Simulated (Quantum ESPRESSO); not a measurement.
# Rh in Quantum ESPRESSO: convergence with k mesh

Input of the first run (k mesh 2 × 2 × 2); the others differ in this setting and in those tied to it:

The input pw.in:

```
&CONTROL
  calculation = 'scf'
  prefix = 'pwscf'
  outdir = './tmp'
  pseudo_dir = './pseudo'
  tprnfor = .true.
  tstress = .true.
  disk_io = 'nowf'
/
&SYSTEM
  ibrav = 0
  nat = 1
  ntyp = 1
  ecutwfc = 70
  nbnd = 15
  occupations = 'smearing'
  smearing = 'mv'
  degauss = 0.00734986
/
&ELECTRONS
  conv_thr = 2d-10
  electron_maxstep = 120
  mixing_beta = 0.5
/
ATOMIC_SPECIES
Rh   102.9055 45_Rh_17_1.9_2.4_pbe_n_v1.0.upf
CELL_PARAMETERS angstrom
   0.0000000000    1.8978500000    1.8978500000
   1.8978500000    0.0000000000    1.8978500000
   1.8978500000    1.8978500000    0.0000000000
ATOMIC_POSITIONS crystal
Rh     0.0000000000    0.0000000000    0.0000000000
K_POINTS automatic
2 2 2 0 0 0
```

Potentials or basis: SPMS 1.0 PBE.

Command:

```sh
$ OMP_NUM_THREADS=1 pw.x -in pw.in > pw.out
```

Hardware: 1 thread of Arm Neoverse V1, on a shared host.

| k mesh | energy less the tightest run, at zero smearing (meV/atom) | pressure (GPa) | SCF cycles | CPU time (s) | peak memory (GiB) |
| --- | --- | --- | --- | --- | --- |
| 2 × 2 × 2 | 3836.05 | 65.62 | 17 | 1.5 | 0.05 |
| 4 × 4 × 4 | -438.36 | 0.68 | 9 | 2.1 | 0.05 |
| 5 × 5 × 5 | 155.56 | 10.35 | 8 | 2.3 | 0.05 |
| 7 × 7 × 7 | -59.76 | 6.38 | 9 | 4.6 | 0.05 |
| 9 × 9 × 9 | 10.12 | 7.84 | 8 | 7.2 | 0.05 |
| 11 × 11 × 11 | 13.78 | 8.14 | 8 | 11 | 0.05 |
| 12 × 12 × 12 | -1.23 | 7.57 | 8 | 15 | 0.05 |
| 14 × 14 × 14 | 3.56 | 7.83 | 9 | 23 | 0.05 |
| 17 × 17 × 17 | 0.00 | 7.70 | 8 | 33 | 0.06 |

Not settled before the last step: the energy (to 1 meV/atom), the pressure (to 0.1 GPa). Meshes of other sizes hit other points, so gaps and Fermi surfaces needn't settle smoothly. The tightest run that finished is the yardstick and may itself not be fully converged.
